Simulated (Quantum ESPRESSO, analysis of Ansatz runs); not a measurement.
# SnO2 (P4_2/mnm), nudged elastic band: V_O hop (2.6 Å) (q = +2) (Quantum ESPRESSO), part 3 of 3

Wanted: path and barrier of a jump of O in SnO2 (P4_2/mnm) at charge +2. The case: V_O hop (2.6 Å), in a cell of 72 host atoms with 1 O taken out.

Quantum ESPRESSO 7.5; Quantum ESPRESSO plane-wave DFT, PBEsol, GBRV 1.5 PBEsol potentials; nudged elastic band between two relaxed defect structures at fixed charge in a uniform background.

So far: Starting point; Relaxation of the start point, charge +2; Relaxation of the end point, charge +2.

### 4. Nudged elastic band, charge +2

3 movable images are laid between the ends by interpolation. Each image feels the true force across the path and a spring force along it. The highest image is set to climb to the top of the path.

This step: Quantum ESPRESSO plane-wave DFT, PBEsol, GBRV 1.5 PBEsol potentials; nudged elastic band between two relaxed defect structures at fixed charge in a uniform background.

File neb.in:

```
BEGIN
BEGIN_PATH_INPUT
&PATH
  restart_mode = 'from_scratch'
  string_method = 'neb'
  nstep_path = 45
  ds = 1.5
  opt_scheme = 'broyden'
  num_of_images = 5
  k_max = 0.3
  k_min = 0.2
  CI_scheme = 'auto'
  path_thr = 0.06
/
END_PATH_INPUT
BEGIN_ENGINE_INPUT
&CONTROL
  prefix = 'pwscf'
  outdir = './tmp'
  pseudo_dir = './pseudo'
  disk_io = 'low'
/
&SYSTEM
  ibrav = 0
  nat = 71
  ntyp = 2
  ecutwfc = 36
  ecutrho = 288
  nbnd = 312
  occupations = 'smearing'
  smearing = 'fd'
  degauss = 0.00073499
  tot_charge = 2
  nosym = .true.
/
&ELECTRONS
  conv_thr = 7d-08
  electron_maxstep = 100
  mixing_beta = 0.5
/
ATOMIC_SPECIES
Sn   118.7100 sn_pbesol_v1.4.uspp.F.UPF
O     15.9990 o_pbesol_v1.2.uspp.F.UPF
CELL_PARAMETERS angstrom
   9.5069026602    0.0000000000    0.0000000000
   0.0000000000    9.5069026602    0.0000000000
   0.0000000000    0.0000000000    9.6255372701
BEGIN_POSITIONS
FIRST_IMAGE
ATOMIC_POSITIONS crystal
Sn     0.2483525527    0.2505325825    0.1663023952
Sn     0.0053946358   -0.0059400323    0.0000060075
O      0.0963729070    0.4043595513    0.1673633392
O      0.4003835275    0.0957830406    0.1684333598
O      0.1531819823    0.1513674490   -0.0000056384
O      0.3462018548    0.3469819798   -0.0000405154
Sn     0.2486013566    0.2495682252    0.4999446603
Sn    -0.0052085361    0.0047853285    0.3315169691
O      0.0930894754    0.3997845598    0.4999365557
O      0.4004856972    0.0956307202    0.4999894590
O      0.1525397959    0.1548041707    0.3332582060
O      0.3461618373    0.3541266927    0.3360845615
Sn     0.2483634995    0.2505112910    0.8336287497
Sn    -0.0051941124    0.0047921198    0.6683713234
O      0.0963750143    0.4043401840    0.8326238272
O      0.4004491797    0.0958834702    0.8314947171
O      0.1525457557    0.1548041282    0.6667412786
O      0.3460944212    0.3541138293    0.6638588765
Sn     0.2511897588    0.7482988581    0.1678485738
Sn    -0.0011085706    0.5013112691   -0.0000337832
O      0.0986472620    0.9010705753    0.1717098855
O      0.4047598416    0.5946496622    0.1688566549
O      0.1550229774    0.6522147121   -0.0000386320
O      0.3473089664    0.8443740481   -0.0000075957
Sn     0.2328312831    0.7666709817    0.5000526971
Sn    -0.0008878376    0.4989654742    0.3338330097
O      0.0876796137    0.9119921562    0.4999499408
O      0.1621383763    0.6466073495    0.3393752947
O      0.3531032216    0.8370018768    0.3393968695
Sn     0.2512176958    0.7482627403    0.8321467143
Sn    -0.0008701111    0.4990138046    0.6661054384
O      0.0985445155    0.9010027426    0.8282452963
O      0.4047835747    0.5946329428    0.8311863613
O      0.1622274275    0.6464074822    0.6605086090
O      0.3531149324    0.8373004416    0.6605539688
Sn     0.7534388634    0.2459554568    0.1644427507
Sn     0.4981582451    0.0004829182   -0.0000696545
O      0.6011457806    0.3982622006    0.1565865629
O      0.9044729410    0.0950808366    0.1639679548
O      0.6546282212    0.1492518706    0.0000684181
O      0.8501678988    0.3448317509   -0.0000541395
Sn     0.7485853981    0.2508307092    0.4999600974
Sn     0.5005583210    0.0003740220    0.3338495531
O      0.5863333830    0.4131312091    0.4999191765
O      0.8998148882    0.0997743313    0.4999692480
O      0.6483007520    0.1599308124    0.3334158093
O      0.8394698172    0.3512963142    0.3332620141
Sn     0.7535767251    0.2460087834    0.8354508266
Sn     0.5005176895    0.0004563938    0.6661264991
O      0.6011459267    0.3983058395    0.8432976734
O      0.9045227993    0.0950663650    0.8359362509
O      0.6481947465    0.1598385537    0.6665191456
O      0.8395772431    0.3512449144    0.6665015150
Sn     0.7490502209    0.7512134847    0.1662871814
Sn     0.4976002736    0.5019235597    0.0000051173
O      0.5952137120    0.9031555102    0.1673640271
O      0.9035711025    0.5990338968    0.1684025336
O      0.6524875037    0.6533755845   -0.0000852483
O      0.8481108123    0.8462843538   -0.0000480883
Sn     0.7498834525    0.7508668985    0.4999638825
Sn     0.5122382192    0.4873192535    0.3187328187
O      0.5997935453    0.9064346109    0.5000293928
O      0.9038080290    0.5989683887    0.4999845322
O      0.6454157252    0.6534390211    0.3360270154
O      0.8448496951    0.8469919304    0.3331665713
Sn     0.7490554937    0.7512054251    0.8336226435
Sn     0.5122302206    0.4873564326    0.6811409913
O      0.5951847101    0.9031254395    0.8325329308
O      0.9035829972    0.5990004697    0.8314046174
O      0.6454053214    0.6534400236    0.6639147782
O      0.8447986316    0.8469626271    0.6667741419
INTERMEDIATE_IMAGE
ATOMIC_POSITIONS crystal
Sn     0.2486521012    0.2502007122    0.1662911320
Sn     0.0024670836   -0.0029926796   -0.0000022848
[... 69 atom lines left out ...]
INTERMEDIATE_IMAGE
ATOMIC_POSITIONS crystal
Sn     0.2489516496    0.2498688418    0.1662798687
Sn    -0.0004604685   -0.0000453269   -0.0000105770
[... 69 atom lines left out ...]
INTERMEDIATE_IMAGE
ATOMIC_POSITIONS crystal
Sn     0.2492511981    0.2495369714    0.1662686054
Sn    -0.0033880206    0.0029020259   -0.0000188693
[... 69 atom lines left out ...]
LAST_IMAGE
ATOMIC_POSITIONS crystal
Sn     0.2495507466    0.2492051010    0.1662573421
Sn    -0.0063155728    0.0058493786   -0.0000271616
[... 4 atom lines left out ...]
Sn     0.2486793634    0.2493126486    0.4999756098
[... 4 atom lines left out ...]
O      0.3532122022    0.3466993377    0.3359808234
[... 5 atom lines left out ...]
O      0.3532052367    0.3467223973    0.6639683384
[... 3 atom lines left out ...]
O      0.3976995099    0.6016826701    0.1567951376
[... 10 atom lines left out ...]
O      0.3976994715    0.6017040139    0.8431336332
[... 8 atom lines left out ...]
Sn     0.7659329574    0.2335594183    0.4999773708
[... 1 atom line left out ...]
O      0.4127777054    0.5866844514    0.4999597358
[... 15 atom lines left out ...]
Sn     0.7502122342    0.7508421487    0.4999647961
Sn     0.4868088249    0.5127238036    0.3188261006
[... 2 atom lines left out ...]
O      0.6527740056    0.6463825481    0.3359653739
[... 2 atom lines left out ...]
Sn     0.4867980411    0.5127366315    0.6811060948
[... 2 atom lines left out ...]
O      0.6527599188    0.6463614147    0.6639556468
O      0.8461460891    0.8458419619    0.6668217272
END_POSITIONS
K_POINTS gamma
END_ENGINE_INPUT
END
```

Command:

```console
> OMP_NUM_THREADS=1 mpirun -n 8 neb.x -ni 2 -inp neb.in > neb.out
```

What it wrote:

```text
[shortened: banners, details of potentials and solvers, and blank lines are left out]
[banner, memory and clock lines left out]
     path-images division:  nimage    =       2
     initial path length           =  4.6897 bohr
     initial inter-image distance  =  1.1724 bohr
     string_method                 =    neb
     restart_mode                  =    from_scratch
     opt_scheme                    =    broyden
     num_of_images                 =    5
     nstep_path                    =    45
     CI_scheme                     =    auto
     first_last_opt                =    F
     use_freezing                  =    F
     ds                            =    1.5000 a.u.
     k_max                         =    0.3000 a.u.
     k_min                         =    0.2000 a.u.
     path_thr                      =    0.0600 eV / A
     ------------------------------ iteration   1 ------------------------------
     activation energy (->) =   2.103511 eV
     activation energy (<-) =   2.104023 eV
     image        energy (eV)        error (eV/A)        frozen
         1     -72543.6996587            0.029281            T
         2     -72542.6031697            3.367365            F
         3     -72541.5961482            6.223625            F
         4     -72542.5985596            3.394316            F
         5     -72543.7001715            0.015788            T
     climbing image =  3
     path length          =  4.690 bohr
     inter-image distance =  1.172 bohr
     ------------------------------ iteration   2 ------------------------------
     activation energy (->) =   1.685008 eV
     activation energy (<-) =   1.685520 eV
     image        energy (eV)        error (eV/A)        frozen
         1     -72543.6996587            0.029281            T
         2     -72542.8310976            1.190611            F
         3     -72542.0146510            4.086851            F
         4     -72542.8254970            1.205656            F
         5     -72543.7001715            0.015788            T
     climbing image =  3
     path length          =  4.778 bohr
[...]
------------------------------ iteration   3 ------------------------------
     activation energy (->) =   1.346170 eV
     activation energy (<-) =   1.346683 eV
     image        energy (eV)        error (eV/A)        frozen
         1     -72543.6996587            0.029281            T
         2     -72542.9044213            0.371000            F
         3     -72542.3534888            1.645853            F
         4     -72542.8995475            0.367794            F
         5     -72543.7001715            0.015788            T
     climbing image =  3
     path length          =  4.755 bohr
[...]
------------------------------ iteration   4 ------------------------------
     activation energy (->) =   1.261265 eV
     activation energy (<-) =   1.261778 eV
     image        energy (eV)        error (eV/A)        frozen
         1     -72543.6996587            0.029281            T
         2     -72542.9373468            0.410660            F
         3     -72542.4383933            0.296237            F
         4     -72542.9317843            0.402757            F
         5     -72543.7001715            0.015788            T
     climbing image =  3
     path length          =  4.795 bohr
[...]
------------------------------ iteration   5 ------------------------------
     activation energy (->) =   1.233027 eV
     activation energy (<-) =   1.233539 eV
     image        energy (eV)        error (eV/A)        frozen
         1     -72543.6996587            0.029281            T
         2     -72542.9670046            0.518272            F
         3     -72542.4666322            0.482024            F
         4     -72542.9609282            0.491813            F
         5     -72543.7001715            0.015788            T
     climbing image =  3
     path length          =  4.864 bohr
[...]
------------------------------ iteration   6 ------------------------------
     activation energy (->) =   1.224848 eV
     activation energy (<-) =   1.225361 eV
     image        energy (eV)        error (eV/A)        frozen
         1     -72543.6996587            0.029281            T
         2     -72542.9861997            0.247425            F
         3     -72542.4748107            0.469367            F
         4     -72542.9794577            0.218004            F
         5     -72543.7001715            0.015788            T
     climbing image =  3
     path length          =  4.891 bohr
[...]
------------------------------ iteration   7 ------------------------------
     activation energy (->) =   1.218243 eV
     activation energy (<-) =   1.218756 eV
     image        energy (eV)        error (eV/A)        frozen
         1     -72543.6996587            0.029281            T
         2     -72542.9955284            0.163630            F
         3     -72542.4814155            0.242699            F
         4     -72542.9886243            0.128413            F
         5     -72543.7001715            0.015788            T
     climbing image =  3
     path length          =  4.908 bohr
[...]
------------------------------ iteration   8 ------------------------------
     activation energy (->) =   1.213973 eV
     activation energy (<-) =   1.214486 eV
     image        energy (eV)        error (eV/A)        frozen
         1     -72543.6996587            0.029281            T
         2     -72543.0140482            0.093216            F
         3     -72542.4856855            0.624258            F
         4     -72543.0066092            0.069198            F
         5     -72543.7001715            0.015788            T
     climbing image =  3
     path length          =  4.969 bohr
[...]
------------------------------ iteration   9 ------------------------------
     activation energy (->) =   1.218318 eV
     activation energy (<-) =   1.218831 eV
     image        energy (eV)        error (eV/A)        frozen
         1     -72543.6996587            0.029281            T
         2     -72543.0188524            0.076024            F
         3     -72542.4813406            1.037125            F
         4     -72543.0113333            0.114869            F
         5     -72543.7001715            0.015788            T
     climbing image =  3
     path length          =  4.988 bohr
[...]
------------------------------ iteration  10 ------------------------------
     activation energy (->) =   1.210191 eV
     activation energy (<-) =   1.210704 eV
     image        energy (eV)        error (eV/A)        frozen
         1     -72543.6996587            0.029281            T
         2     -72543.0195452            0.052895            F
         3     -72542.4894679            0.541628            F
         4     -72543.0121685            0.057262            F
         5     -72543.7001715            0.015788            T
     climbing image =  3
     path length          =  4.988 bohr
[...]
------------------------------ iteration  11 ------------------------------
     activation energy (->) =   1.206411 eV
     activation energy (<-) =   1.206923 eV
     image        energy (eV)        error (eV/A)        frozen
         1     -72543.6996587            0.029281            T
         2     -72543.0227925            0.025549            F
         3     -72542.4932482            0.224647            F
         4     -72543.0153780            0.030161            F
         5     -72543.7001715            0.015788            T
     climbing image =  3
     path length          =  5.001 bohr
[...]
------------------------------ iteration  12 ------------------------------
     activation energy (->) =   1.205281 eV
     activation energy (<-) =   1.205794 eV
     image        energy (eV)        error (eV/A)        frozen
         1     -72543.6996587            0.029281            T
         2     -72543.0238163            0.032963            F
         3     -72542.4943775            0.043233            F
         4     -72543.0163288            0.026045            F
         5     -72543.7001715            0.015788            T
     climbing image =  3
     path length          =  5.001 bohr
     inter-image distance =  1.250 bohr
     neb: convergence achieved in  12 iterations
```

Elapsed: 26 min, on 8 MPI ranks of Arm Neoverse V2, shared host; peak memory 2.6 GiB; 3.5 h of CPU time.

The path, image by image:

| image | path (Å) | energy (eV) | O44: x, y, z (Å) |
| --- | --- | --- | --- |
| 0 | 0.000 | 0.0000 | 5.574, 3.928, 4.812 |
| 1 | 0.729 | 0.6758 | 5.157, 4.345, 4.812 |
| 2 | 1.327 | 1.2053 | 4.748, 4.754, 4.812 |
| 3 | 1.922 | 0.6833 | 4.342, 5.160, 4.812 |
| 4 | 2.647 | -0.0005 | 3.924, 5.578, 4.812 |

This step gave:

| Item | Value |
| --- | --- |
| barrier forward | 1.205 eV |
| barrier backward | 1.206 eV |
| end less start | -5.13e-4 eV |
| hop length | 2.333 Å |

The band met its tolerance of 0.06 eV/Å after 12 iterations, with image 2 on top (the start counts as 0). O44, which moves farthest between the ends, has 3 Sn at 2.01 to 2.18 Å nearest at the start and 2 Sn at 1.85 Å at the top.

### 5. What came out

- barrier forward: 1.21 eV
- barrier backward: 1.21 eV
- end less start: 0.00 eV
- hop length: 2.33 Å
- band iterations, as the log counts them: 12

What this shows: The top of the band lies 1.21 eV above the start and 1.21 eV above the end, which are alike in energy and neighbours. With an assumed prefactor of 1e13 per second it gives one hop a second along this one path at about 470 K; whether such hops link up through the crystal wasn't checked. At the top O44 stands 1.85 Å from its nearest Sn, 0.16 Å closer than at the start. The order of the top as a saddle was not checked for all atoms, so a bent path could be lower. No image-charge correction is applied; it largely cancels along a path if the charge stays localised alike. Keep in mind: sampling at the zone centre alone can move energies of charged and open-shell states by tenths of an eV or more in cells of this size; spin–orbit coupling, which can matter with heavy atoms, is left out. The cutoff of 36 Ry is under the 40 Ry advised for these potentials.

[Logs are printed without paths, hosts, clocks, repeated set-up lines and the standing remarks that a program may print on its own settings, such as how far it seeks lower states.]

[Hosts, paths, dates, database ids (printed as entryN), source tags and the programs' standing remarks are cut or masked in the printed files.]
